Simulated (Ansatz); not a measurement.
# Sn3O4: the cost of one run

Method: DFT PBEsol, scalar-relativistic, plane waves, PAW, in Ansatz 0.2.0.

3 further runs of the same task are left out: 3 set aside as unsound or not needed. Runs told in other sessions of the task aren't counted.

**1. The starting structure**

The structure is tetragonal, space group P4/nmm (No. 129). Conventional cell: a = 3.806 Å, b = 3.806 Å, c = 4.752 Å, α = 90.00°, β = 90.00°, γ = 90.00°. Sn (site symmetry 4mm) is surrounded by 4 O at 2.22 Å. O (site symmetry -4m2) is surrounded by 4 Sn at 2.22 Å.

Structure file:

```
Sn O
1.0
     2.69104   -2.69104    0.00000
     2.69104    2.69104    0.00000
     0.00000    0.00000    9.50470
Sn O
4 4
Direct
  0.75000 0.25000 0.87121
  0.25000 0.75000 0.12879
  0.75000 0.25000 0.37121
  0.25000 0.75000 0.62879
  0.25000 0.25000 0.25000
  0.75000 0.75000 0.75000
  0.25000 0.25000 0.75000
  0.75000 0.75000 0.25000
```

It goes back to an entry of the Materials Project, which need not be the stable form.

It is the result of an earlier relaxation at this level (volume 17.21 Å³/atom; gap on the mesh: none (metal)).

Its energy, with the smearing taken to zero, is -26042.8417 eV for the 8-atom cell on a 10×10×4 mesh; differences below count from it.

**2. Next cell: 2 of 8 Sn atoms taken out at random**

From a supercell with 8 Sn sites, 2 are emptied at random; the cell stays neutral and all atoms are shaken by 0.02 Å.

The cell holds 6 Sn, 8 O: a = 5.382 Å, b = 5.382 Å, c = 9.505 Å, α = 90.00°, β = 90.00°, γ = 90.00°.

**3. Relaxing on a coarse mesh**

Cell and atoms move without symmetry, on a coarse mesh with loose thresholds.

Input file input.yaml:

```yaml
crystal:
  lattice:
    - [0.0, 5.3820710141, 0.0]
    - [-5.3820710141, 0.0, 0.0]
    - [0.0, 0.0, 9.5047017746]
  atoms:
    - { symbol: Sn, position: [0.7506878001, 0.5028405496, 0.8689919735] }
    - { symbol: Sn, position: [0.7540790511, 0.0014772883, 0.1311843775] }
    - { symbol: Sn, position: [0.2423927314, 0.4983727677, 0.1275348324] }
    - { symbol: Sn, position: [0.2500191569, 0.9949190355, 0.3715596372] }
    - { symbol: Sn, position: [0.7460885667, 0.5048174428, 0.3731501059] }
    - { symbol: Sn, position: [0.2522019011, 0.5015887718, 0.6291401732] }
    - { symbol: O, position: [0.4989660093, 0.2504014634, 0.2518734992] }
    - { symbol: O, position: [0.0008398063, 0.7487507802, 0.2508177415] }
    - { symbol: O, position: [0.5003816106, 0.7550836778, 0.7534858703] }
    - { symbol: O, position: [0.0029986454, 0.2488884255, 0.7493262681] }
    - { symbol: O, position: [0.506223458, 0.2501856605, 0.7548522804] }
    - { symbol: O, position: [0.999931227, 0.7524714139, 0.7467122085] }
    - { symbol: O, position: [0.5006440577, 0.7452417732, 0.2474103101] }
    - { symbol: O, position: [0.9970397057, 0.2556317985, 0.247843532] }
  symmetry: { detect: false }
basis:
  ecutwfc: 420
kpoints:
  mp_grid: { grid: [3, 3, 2], shift: [0.0, 0.0, 0.5] }
hamiltonian:
  xc: pbesol
scf:
  occupations: { method: gaussian, width: 0.1 }
  lower_state_search: "off"
output:
  forces: true
  stress: true
  eigenvalues: true
relax:
  adjacent_minimum: "off"
  f_tol: 0.04
  max_steps: 50
  cell: { stress_tol: 0.3 }
```

Launch:

```bash
$ ansatz run input.yaml --threads 4 --pin off --max-ram 9216MiB --backend cpu --events-out ev --progress --plain --runs-dir out
```

What time and memory should one allow on 4 threads of Intel Xeon 6975P-C (Granite Rapids), shared host?

About 1.8 min, with a peak of 0.83 GiB.
